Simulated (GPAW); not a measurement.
The system is Ba.

```
Ba
1.0
    -2.50650    2.50650    2.50650
     2.50650   -2.50650    2.50650
     2.50650    2.50650   -2.50650
Ba
1
Cartesian
  0.0000 0.0000 0.0000
```

| Quantity | Value |
| --- | --- |
| Program | GPAW 26.7.0 |
| Task | relaxation of cell and atoms |
| Functional | LDA |
| Potentials or basis | the program's PAW data sets (release 1.2.1) made for this functional |
| Cutoff | 600 eV |
| Basis | pw |
| k mesh | 7 × 7 × 7 |
| Occupations | fermi-dirac, width 0.05 eV |
| Spin | no spin polarisation |

At the start: pressure -1.2 GPa; volume 62.99 Å³/atom.

Task: Where does the relaxation end?

Result: Over 4 steps the energy falls by 31.7 meV/atom and the volume is 54.81 Å³/atom (-13.0 %); space group Im-3m (No. 229, to 0.05 Å).

The path:
```csv
step,energy change (eV),largest force (eV/Å),pressure (GPa),volume (Å³)
1,0.0000,0.0000,-1.18,62.99
2,-0.0084,0.0000,-1.05,61.75
3,-0.0314,0.0000,0.10,54.25
4,-0.0317,0.0000,-0.01,54.81
```

Final structure:
```
CELL_PARAMETERS angstrom
-2.39295 2.39295 2.39295
2.39295 -2.39295 2.39295
2.39295 2.39295 -2.39295
ATOMIC_POSITIONS crystal
Ba 0.00000 0.00000 0.00000
```

Caveat: later steps reuse the first step's grids.
